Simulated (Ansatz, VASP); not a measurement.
# Cross-check of Sb2Pt (Geversite) between VASP and Ansatz, part 2 of 2

Wanted: the spread between two codes on one cell, functional and k mesh.

VASP 6.6.1 and Ansatz 0.2.0.

So far. Step 2 (VASP: single point, PBE): The run ends at a pressure of 0.13 GPa, with forces up to 0.069 eV/Å.

## (3) Ansatz: single point, PBE

Level of this step: Ansatz beside VASP: Kohn-Sham DFT, plane waves, PBE (Ansatz).

Ansatz runs on its default PAW (the set named soft_2) files.

The same cell, functional, mesh and smearing now go to Ansatz, which takes its cutoff from its data sets.

input.yaml reads:

```yaml
crystal:
  lattice:
    - [0.0, 6.5460380674, 6.5460380674]
    - [6.5460380674, 0.0, 6.5460380674]
    - [6.5460380674, 6.5460380674, 0.0]
  atoms:
    - { symbol: Pt, position: [0.5, 0.0, 0.0] }
    - { symbol: Pt, position: [0.0, 0.5, 0.5] }
    - { symbol: Pt, position: [0.0, 0.0, 0.5] }
    - { symbol: Pt, position: [0.5, 0.5, 0.0] }
    - { symbol: Pt, position: [0.0, 0.5, 0.0] }
    - { symbol: Pt, position: [0.5, 0.0, 0.5] }
    - { symbol: Pt, position: [0.0, 0.0, 0.0] }
    - { symbol: Pt, position: [0.5, 0.5, 0.5] }
    - { symbol: Sb, position: [0.3124385079, 0.5626844761, 0.812438508] }
    - { symbol: Sb, position: [0.8124385079, 0.0626844761, 0.3124385079] }
    - { symbol: Sb, position: [0.5626844761, 0.8124385079, 0.312438508] }
    - { symbol: Sb, position: [0.0626844761, 0.312438508, 0.8124385079] }
    - { symbol: Sb, position: [0.812438508, 0.312438508, 0.5626844761] }
    - { symbol: Sb, position: [0.312438508, 0.812438508, 0.0626844761] }
    - { symbol: Sb, position: [0.312438508, 0.312438508, 0.3124385079] }
    - { symbol: Sb, position: [0.812438508, 0.812438508, 0.8124385079] }
    - { symbol: Sb, position: [0.1875614921, 0.9373155239, 0.687561492] }
    - { symbol: Sb, position: [0.687561492, 0.4373155238, 0.187561492] }
    - { symbol: Sb, position: [0.9373155239, 0.687561492, 0.187561492] }
    - { symbol: Sb, position: [0.4373155239, 0.1875614921, 0.687561492] }
    - { symbol: Sb, position: [0.687561492, 0.1875614921, 0.9373155238] }
    - { symbol: Sb, position: [0.1875614921, 0.6875614921, 0.4373155238] }
    - { symbol: Sb, position: [0.1875614921, 0.1875614921, 0.187561492] }
    - { symbol: Sb, position: [0.6875614921, 0.6875614921, 0.687561492] }
hamiltonian:
  xc: pbe
  pseudopotentials: { kind: paw }
kpoints:
  mp_grid: { grid: [3, 3, 3] }
scf:
  occupations: { method: methfessel_paxton, width: 0.2 }
  n_extra_bands: 10
output:
  forces: true
  stress: true
  eigenvalues: true
```

Launch:

```sh
> ansatz run input.yaml --threads 8 --pin off --max-ram 18432MiB --backend cpu --events-out ev --progress --plain --runs-dir out
```

Numbers of over 12 decimals in the logs are rounded to 6 here.

Log:

```text
scf.n_extra_bands = 10 over 192 filled bands (N_el = 384.0): the run solves 202 bands
Engine: ansatz 0.2.0, aarch64-unknown-linux-gnu
Pseudopotentials: kind: paw
Pseudopotential: Pt, paw, valence charge 18, recommended cutoff 420 eV (normal), Pt.paw.azcp
Pseudopotential: Sb, paw, valence charge 15, recommended cutoff 420 eV (normal), Sb.paw.azcp
Functional definition: PBE
  parameter kappa = 0.804
  parameter beta = 0.066725
  exchange = pbe_x(kappa = kappa, mu = beta*pi^2/3)
  correlation = pbe_c(beta = beta)
Crystal: 24 atoms, lattice volume = 561.004 Å³
Basis set: ecut = 420 eV, 10969 PW (Γ), exchange–correlation on 128×128×128 points (8 copies of the dense FFT grid, shifted against one another)
Bands: 202, of which v1, the nominal top of the filled ones, is band 192 counted from 1 (191 counted from 0)
Symmetry: 48 space group operations
Space group: Pa-3 (ITA 205), of the structure as read, at distance tolerance 8.2e-5 Å
k-points: 4 of 27
Non-local potential: Pt, projectors of the file, l = 0: 3, l = 1: 2, l = 2: 2, l = 3: 1
Non-local potential: Sb, projectors of the file, l = 0: 2, l = 1: 2, l = 2: 2, l = 3: 2
PAW form: soft (Blöchl's): semilocal exchange-correlation on the pseudo side does not see the compensation charge
PAW one-centre angular grid: Pt, 590 points (default); XC on 64 Gauss nodes
PAW one-centre angular grid: Sb, 590 points (default); XC on 64 Gauss nodes
Initial density: superposition of atomic densities (neutral atoms: chi_scale 0, normalization atom), corrected by the library's trained network
Initial wavefunctions: pseudopotential atomic-orbital guess
Functional: x = pbe(κ = 0.804, μ = 0.219515), c = pbe(β = 0.066725)
SCF iter   1: F=—  HF=-203947.118623 eV  |F-HF|=—  |Δ(HF+E_count)|=         —  Δρ=2.62e-3  dr2=4.62e-2  ethr=1.77e-3  ⟨swp⟩=5.0  Hψ=2949  notcnv=0
preconditioner: auto → Resta (q_TF=auto, 2.561 Å⁻¹)  ε∞=12.3  [insulator: Δε(μ)=0.293 eV  Ē_g=5.888 eV  σ=0.200 eV  W_gap=0.54  n_scr=168 (ndim 8)  ℏωp=19.8 eV  f_vac=0.000  D(μ)=4.51/eV (n_scr^D=14)  ε∞_Penn≈12.3]
SCF iter   2: F=—  HF=-203947.115315 eV  |F-HF|=—  |Δ(HF+E_count)|=   3.31e-3  S|Δr|=    0.00e0  Δρ=1.19e-3  dr2=5.62e-3  ethr=1.20e-5  ⟨swp⟩=2.0  Hψ=1351  notcnv=0
preconditioner: auto → Kerker (q_TF=auto, 2.561 Å⁻¹)  [metal: Δε(μ)=0.064 eV  Ē_g=5.867 eV  σ=0.200 eV  W_gap=0.26  n_scr=168 (ndim 8)  ℏωp=19.8 eV  f_vac=0.000  D(μ)=4.33/eV (n_scr^D=14)]
SCF iter   3: F=—  HF=-203947.116368 eV  |F-HF|=—  |Δ(HF+E_count)|=   1.05e-3  S|Δr|=    0.00e0  Δρ=7.02e-4  dr2=2.48e-3  ethr=1.46e-6  ⟨swp⟩=1.0  Hψ=804  notcnv=0
SCF iter   4: F=—  HF=-203947.116879 eV  |F-HF|=—  |Δ(HF+E_count)|=   5.11e-4  S|Δr|=    0.00e0  Δρ=1.66e-4  dr2=1.53e-4  ethr=6.46e-7  ⟨swp⟩=2.0  Hψ=1131  notcnv=0
SCF iter   5: F=—  HF=-203947.116828 eV  |F-HF|=—  |Δ(HF+E_count)|=   5.15e-5  S|Δr|=    0.00e0  Δρ=3.02e-5  dr2=6.15e-6  ethr=3.98e-8  ⟨swp⟩=2.0  Hψ=1131  notcnv=0
SCF iter   6: F=—  HF=-203947.117391 eV  |F-HF|=—  |Δ(HF+E_count)|=   5.64e-4  S|Δr|=    0.00e0  Δρ=9.61e-6  dr2=5.53e-7  ethr=1.60e-9  ⟨swp⟩=2.0  Hψ=1135  notcnv=0
SCF iter   7: F=-203947.117391 eV  HF=-203947.117391 eV  |F-HF|=1.32e-8  |Δ(HF+E_count)|=   1.42e-7  S|Δr|=    0.00e0  Δρ=2.44e-6  dr2=4.63e-8  ethr=2.60e-11  ⟨swp⟩=7.2  Hψ=3628  notcnv=0
SCF 1 converged in 7 iterations: F = -203947.117391 eV  dr2 = 4.63e-8
  greatest PAW one-centre occupation: 1.000 electrons in one spin orbital (limit 2), on the Pt atom at site 1 (counted from 0), in its partial waves of l = 0
SCF converged after 7 iterations
Stability not checked: this state was not tested for a lower state beside it, because cold or Methfessel-Paxton smearing, or corrected tetrahedra, fill the levels in a way that the test cannot read (fill_not_monotonic; see scf.lower_state_search)
Free energy (F): -203947.117391 eV
Harris-Foulkes:  -203947.117391 eV  (|F-HF|=1.32e-8)
Internal energy: -203947.108403 eV  (E = F + TS)
E sigma→0 (E₀):  -203947.115144 eV
Entropy (-TS):   -0.008988 eV (-0.375 meV/atom)
Fermi energy:    13.697197 eV
--- Per-component energies (eV) ---
  E_band       = -4264.935764
  E_kinetic    = 8422.207134
  E_local      = -40270.612865  (includes V_loc(G=0)·N_el)
  E_nonlocal   = 7401.159984
  E_hartree    = 17207.751246
  E_xc         = -4317.851366
  E_vxc        = -3975.348291  (∫ρ·V_xc dr)
  E_paw        = -148858.709400  (= ΣΔE_a)
  E_vpaw       = -10257.878626  (= ΣTr[D̂ρ^β])
  E_aug_tail   = 0.001580  (compensation charges beyond the density's cutoff)
  E_ewald      = -43531.054716
  E_smearing   = -0.008988  (= −TS)
  E_closure    = -0.000000  (closes the sum)
  Σ components = -203947.117391   (vs F -203947.117391, Δ=0.00e0)
--- Forces (eV/Å), atoms counted from 1 ---
  atom   1  Pt     0.00000000    -0.00000000    -0.00000000
  atom   2  Pt     0.00000000    -0.00000000    -0.00000000
  atom   3  Pt     0.00000000     0.00000000     0.00000000
  atom   4  Pt     0.00000000     0.00000000    -0.00000000
  atom   5  Pt     0.00000000     0.00000000    -0.00000000
  atom   6  Pt     0.00000000     0.00000000     0.00000000
  atom   7  Pt     0.00000000     0.00000000     0.00000000
  atom   8  Pt     0.00000000     0.00000000    -0.00000000
  atom   9  Sb    -0.01653635     0.01653635    -0.01653635
  atom  10  Sb    -0.01653635     0.01653635    -0.01653635
  atom  11  Sb     0.01653635    -0.01653635    -0.01653635
  atom  12  Sb     0.01653635    -0.01653635    -0.01653635
  atom  13  Sb    -0.01653635    -0.01653635     0.01653635
  atom  14  Sb    -0.01653635    -0.01653635     0.01653635
  atom  15  Sb     0.01653635     0.01653635     0.01653635
  atom  16  Sb     0.01653635     0.01653635     0.01653635
  atom  17  Sb     0.01653635    -0.01653635     0.01653635
  atom  18  Sb     0.01653635    -0.01653635     0.01653635
  atom  19  Sb    -0.01653635     0.01653635     0.01653635
  atom  20  Sb    -0.01653635     0.01653635     0.01653635
  atom  21  Sb     0.01653635     0.01653635    -0.01653635
  atom  22  Sb     0.01653635     0.01653635    -0.01653635
  atom  23  Sb    -0.01653635    -0.01653635    -0.01653635
  atom  24  Sb    -0.01653635    -0.01653635    -0.01653635
  max |Σ_I F_I| component: 4.86e-17 eV/Å
--- Stress (GPa, compression-positive) ---
        0.498287      -0.000000       0.000000
       -0.000000       0.498287      -0.000000
        0.000000      -0.000000       0.498287
  P = ⅓ Tr σ = 0.4983 GPa (4.983 kbar)
--- Band table (eV) ---
  k-point 0: bands = [... 188 lower, 13.0660, 13.1839, 13.1839, 13.1839, 13.5064, 13.5064, 13.5064, 13.5064, ... 6 higher]
  k-point 1: bands = [... 188 lower, 13.0360, 13.0360, 13.1528, 13.1528, 13.9798, 14.0885, 14.2955, 14.2955, ... 6 higher]
  k-point 2: bands = [... 188 lower, 12.9558, 12.9558, 12.9558, 13.4158, 14.0812, 14.1196, 14.2836, 14.7545, ... 6 higher]
  k-point 3: bands = [... 188 lower, 12.9034, 12.9034, 12.9708, 13.6989, 14.4228, 14.5207, 14.6567, 14.6567, ... 6 higher]
```

Run time: 8.2 s. Hardware: 8 threads of Arm Neoverse N1, shared host; peak memory 2.3 GiB.

The run ends at a pressure of 0.50 GPa, with forces up to 0.029 eV/Å.

## (4) Side by side

Known differences besides the potentials themselves: the data sets hold 384 valence electrons in Ansatz (default PAW (the set named soft_2) files) and 160 in VASP; the cutoff is 420 eV in Ansatz and 300 eV in VASP (PREC = Normal, projectors in real space). Total energies have different zeros and are not compared.

The two programs side by side:

| quantity | Ansatz | VASP | difference |
| --- | --- | --- | --- |
| pressure (GPa) | 0.50 | 0.13 | +0.37 |
| pressure without Ansatz's Pulay correction (GPa) | 0.44 | 0.13 | +0.31 |

Forces on 8 of the 24 atoms, those with the largest forces and the largest differences (eV/Å; atoms numbered as in POSCAR):

| atom | Ansatz x, y, z | VASP x, y, z |
| --- | --- | --- |
| Sb11 | 0.017, -0.017, -0.017 | 0.040, -0.040, -0.040 |
| Sb12 | 0.017, -0.017, -0.017 | 0.040, -0.040, -0.040 |
| Sb17 | 0.017, -0.017, 0.017 | 0.040, -0.040, 0.040 |
| Sb18 | 0.017, -0.017, 0.017 | 0.040, -0.040, 0.040 |
| Sb19 | -0.017, 0.017, 0.017 | -0.040, 0.040, 0.040 |
| Sb20 | -0.017, 0.017, 0.017 | -0.040, 0.040, 0.040 |
| Sb21 | 0.017, 0.017, -0.017 | 0.040, 0.040, -0.040 |
| Sb22 | 0.017, 0.017, -0.017 | 0.040, 0.040, -0.040 |

The forces differ by 19 meV/Å r.m.s., which is 58.4 % of the r.m.s. force of 0.03 eV/Å (both taken over all components). Ansatz's pressure holds a Pulay correction of 0.06 GPa; VASP's holds none.

## (5) Other set-ups

Further runs change the set-up of one program: Ansatz's method, potentials or start, or VASP's data sets, cutoff or form of LDA. The table gives Ansatz less VASP for each quantity, since a change that brings one quantity closer may part another.

| run | r.m.s. force difference (meV/Å) | pressure (GPa) |
| --- | --- | --- |
| as above | 19 | 0.37 |
| Ansatz's larger PAW set (cutoff 900 eV) | 20 | 0.39 |

## (6) What came out

| Property | Result |
| --- | --- |
| r.m.s. force difference (single point, PBE) | 19 meV/Å |

In words: The r.m.s. force difference is 19 meV/Å (single point, PBE), beyond the 12 meV/Å picked in this series as the mark of a large difference. For single point, PBE, no further run moves any of the tabulated differences by more than a quarter of its size. 1 further run of this series is not shown here. Such differences can come from data sets, numerical settings and the points named under the comparisons, not from the functional's error against experiment.

[Lines on the potential files, build, host, timing and source positions are cut from VASP's logs without a mark.]

[Logs are printed without paths, hosts, clocks, repeated set-up lines and the standing remarks that a program may print on its own settings, such as how far it seeks lower states.]

[Hosts, paths, dates, database ids (printed as entryN), source tags and the programs' standing remarks are cut or masked in the printed files.]
